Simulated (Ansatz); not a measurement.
## Phonon spectrum of CaS

Computed with DFT PBE, scalar-relativistic, plane waves, PAW (Ansatz). Settings: 420 eV plane-wave cutoff, Γ-centred 8×8×8 mesh, fixed occupations. No spin polarisation. Phonons by linear response, acoustic sum rule imposed.

The cell, relaxed at this level:
```xyz
2
Lattice="0.0000 2.8558 2.8558 2.8558 0.0000 2.8558 2.8558 2.8558 0.0000" Properties=species:S:1:pos:R:3 pbc="T T T"
Ca    0.0000    0.0000    0.0000
S     2.8558    2.8558    2.8558
```

The cell has the rock salt type, in a space group that the Crystallography Open Database lists for this formula; it was reached from a generator's guess.

Force constants from linear response on a 4×4×4 q mesh.

Path: Γ–X–U | K–Γ–L–W–X. Only the points of the 4×4×4 mesh were computed; the rest is interpolation, which is rough on so few points. On the mesh no mode is imaginary. Distance along the path (Å⁻¹), then the branches (cm⁻¹, negative for imaginary; the LO field is included):
```
0.000  0 0 0 215 215 336
0.138  28 28 50 216 216 332
0.275  52 52 97 218 218 321
0.412  73 73 138 219 219 302
0.550  89 89 172 220 220 276
0.688  102 102 195 220 220 250
0.825  112 112 197 222 222 238
0.963  118 118 185 223 223 241
1.100  120 120 179 223 223 243
1.149  120 121 179 223 224 243
1.197  121 125 179 222 225 242
1.246  123 131 178 221 227 242
1.294  125 139 177 220 230 242
1.343  128 148 176 218 233 241
1.392  132 158 174 216 236 240
1.440  136 169 172 213 238 239
1.489  140 169 180 210 238 240
1.489  140 169 180 210 238 240
1.635  152 158 200 212 234 241
1.781  144 156 192 222 230 252
1.927  126 144 193 203 227 278
2.072  106 123 174 199 225 299
2.218  83 96 139 204 222 316
2.364  58 67 97 210 219 327
2.510  30 34 50 213 216 334
2.656  0 0 0 215 215 336
2.656  0 0 0 215 215 336
2.775  27 27 40 214 214 335
2.894  52 52 80 213 213 332
3.013  76 76 117 212 212 328
3.132  98 98 152 209 209 321
3.251  117 117 184 205 205 313
3.370  134 134 199 199 214 301
3.489  148 148 193 193 241 285
3.608  154 154 189 189 260 269
3.706  154 154 190 191 260 267
3.803  153 155 192 196 258 260
3.900  153 155 195 202 249 255
3.997  153 156 199 207 238 251
4.095  154 156 204 206 231 246
4.192  155 157 198 209 231 241
4.289  156 157 190 213 233 236
4.386  157 157 187 215 234 234
4.455  151 163 183 217 232 236
4.524  145 167 174 220 231 237
4.593  139 163 171 223 229 239
4.661  133 150 174 224 227 240
4.730  128 139 177 224 226 241
4.799  123 129 178 224 224 242
4.868  120 122 179 224 224 243
4.936  120 120 179 223 223 243
```
